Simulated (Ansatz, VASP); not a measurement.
As: VASP beside Ansatz

Contents of INCAR:

```
ALGO     = Normal         # electronic algorithm
EDIFF    = 1E-6           # SCF threshold, eV
ENCUT    = 520            # plane-wave cutoff, eV
GGA      = RE             # functional
ISIF     = 2              # what is computed and relaxed
ISMEAR   = -1             # smearing method
LASPH    = True           # aspherical terms in the spheres
LCHARG   = False          # write CHGCAR
LREAL    = False          # projectors in reciprocal space
LWAVE    = False          # write WAVECAR
NBANDS   = 12             # bands
NELM     = 60             # most SCF steps
PREC     = Accurate       # precision mode
SIGMA    = 0.1            # smearing width, eV
```

Contents of KPOINTS:

```
k-points
0
Gamma
  10 10 10
```

POSCAR

```
As
1.0
    0.0000000000      3.2011407270      3.2011407270
    3.2011407270      0.0000000000      3.2011407270
    3.2011407270      3.2011407270      0.0000000000
As
2
Direct
    0.1250000000      0.1250000000      0.1250000000
    0.8750000000      0.8750000000      0.8750000000
```

Input for Ansatz:

```yaml
crystal:
  lattice:
    - [0.0, 3.201140727, 3.201140727]
    - [3.201140727, 0.0, 3.201140727]
    - [3.201140727, 3.201140727, 0.0]
  atoms:
    - { symbol: As, position: [0.125, 0.125, 0.125] }
    - { symbol: As, position: [0.875, 0.875, 0.875] }
hamiltonian:
  xc: revpbe
  pseudopotentials:
    kind: paw
    azcp:
      As: "pseudopotentials/As.paw.azcp"
basis:
  ecutwfc: 420
  fft_grid_basis: typed
kpoints:
  mp_grid: { grid: [10, 10, 10], shift: [0, 0, 0] }
magnetization:
  spin_polarized: false
scf:
  occupations: { method: fermi_dirac, width: 0.1 }
  lower_state_search: "off"
output:
  stress: true
```

Alike in both runs: task single point; functional revPBE; k mesh 10 × 10 × 10; occupations fermi-dirac, width 0.1 eV; no spin polarisation.

```csv
,VASP,Ansatz
version,VASP 6.6.1,Ansatz 0.2.0
potentials or method,"VASP PAW PBE potentials, release 64 (As)","plane waves (420 eV) with PAW, scalar-relativistic"
plane-wave cutoff (eV),520,420
valence electrons in the cell,10,30
```

|  | VASP | Ansatz | Ansatz less VASP |
| --- | --- | --- | --- |
| pressure (GPa) | -4.0 | -4.1 | -0.02 |

The two sets of potentials don't hold the same shells in valence.

Caveats: the PAW data sets were made with another functional, which shifts forces and pressure a little (VASP).
